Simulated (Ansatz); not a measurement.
Crystal: TaN.

```
Ta N
1.0
     2.73231    0.00000    0.00000
     0.00000    2.73231    0.00000
     0.00000    0.00000    2.73231
Ta N
1 1
Direct
  0.00000 0.00000 0.00000
  0.50000 0.50000 0.50000
```

The cell comes from a database or a generator and needn't be the stable form of this composition.

| Quantity | Value |
| --- | --- |
| Program | Ansatz 0.2.0 |
| Task | single point |
| Functional | PBE |
| Potentials or basis | Ansatz PAW |
| Cutoff | 420 eV (not typed: the program's choice for these potentials) |
| k mesh | 10 × 10 × 10 |
| Occupations | fermi-dirac, width 0.05 eV |
| Spin | no spin polarisation |

On this cell: pressure 6.0 GPa; largest force zero by symmetry; band gap on the k mesh none (metal or under the smearing width).

The same run follows on a disturbed copy (atoms moved at random, drawn with an rms of 0.05 Å):

```
Ta N
1.0
     2.73231    0.00000    0.00000
     0.00000    2.73231    0.00000
     0.00000    0.00000    2.73231
Ta N
1 1
Cartesian
  0.0329 0.0070 -0.0094
  1.3247 1.3719 1.3671
```

Q: What changes?

A: The energy (extrapolated to zero smearing) moves by +6.1 meV/atom; pressure 6.7 GPa; largest force 0.331 eV/Å; band gap on the k mesh none (metal or under the smearing width).

Forces on the atoms (eV/Å):
```
Ta  -0.328 -0.006  0.047
N    0.328  0.006 -0.047
```

Stress tensor (GPa, compression positive):
```
 7.08  0.04 -0.31
 0.04  6.50 -0.01
-0.31 -0.01  6.52
```
